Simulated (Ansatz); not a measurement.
SrCl₂, 3R-MoS2 type, relaxed with r2SCAN+rVV10 in Ansatz. Space group R3m (No. 160), trigonal; a = 4.171 Å, c = 18.405 Å in the conventional setting, 30.82 Å³ an atom. Sr has 6 Cl at 2.92 Å; Cl has 3 Sr at 2.92 Å.

The axes x, y and z are those of this cell:
```
CELL_PARAMETERS angstrom
2.08574 1.20420 6.13505
-2.08574 1.20420 6.13505
0.00000 -2.40841 6.13505
ATOMIC_POSITIONS crystal
Sr 0.00020 0.00020 0.00020
Cl 0.42277 0.42277 0.42277
Cl 0.24369 0.24369 0.24369
```

Unstrained: With PBE the gap is 4.340 eV and direct, at Γ. r2SCAN gives a direct gap of 4.866 eV at Γ. The HSE06 gap is direct at Γ: 5.572 eV. Meshes: PBE 8×8×8, r2SCAN 8×8×8, HSE06 6×6×6. Strains are changes of length per length. After each strain the atoms were relaxed again with r2SCAN+rVV10 within the symmetry that the strain leaves, so tilts or polar shifts that break it weren't tested; points keep the names that they have in the unstrained zone. These are computed values for a spin-unpolarised cell that may be hypothetical; none is a measurement.

Q: Estimate what isotropic +5.43 % on every length does to the gap.

A: PBE: the gap goes from 4.340 to 4.015 eV (-0.325 eV). r2SCAN: the gap goes from 4.866 to 4.544 eV (-0.322 eV).
